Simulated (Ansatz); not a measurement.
Crystal: As, diamond type, 2 atoms in the cell.

Theory: r²SCAN, plane waves, PAW datasets (earlier set, tuned by hand) in Ansatz 0.2.0 development build.

Cutoff 550 eV; k-mesh 10×10×10 Γ-centred; Fermi–Dirac smearing of 0.1 eV; no spin polarisation.

```csv
V (Å³/atom),a (Å),E − E(min) (meV/atom),P (GPa)
26.261,5.9448,15.11,3.23
27.117,6.0087,2.92,1.37
27.974,6.0713,0.00,-0.24
28.830,6.1326,5.14,-1.65
29.687,6.1927,17.27,-2.86
```

(1) Fit a third-order Birch–Murnaghan equation of state to the energies.

Answers

(1) V₀ = 27.837 Å³/atom (a₀ = 6.061 Å), B₀ = 50.0 GPa, B₀′ = 3.56.

The stress includes the program's correction for the finite plane-wave basis.

This cubic structure is a model: it isn't the usual form of the substance at ambient conditions, and such phases are metastable or hypothetical.
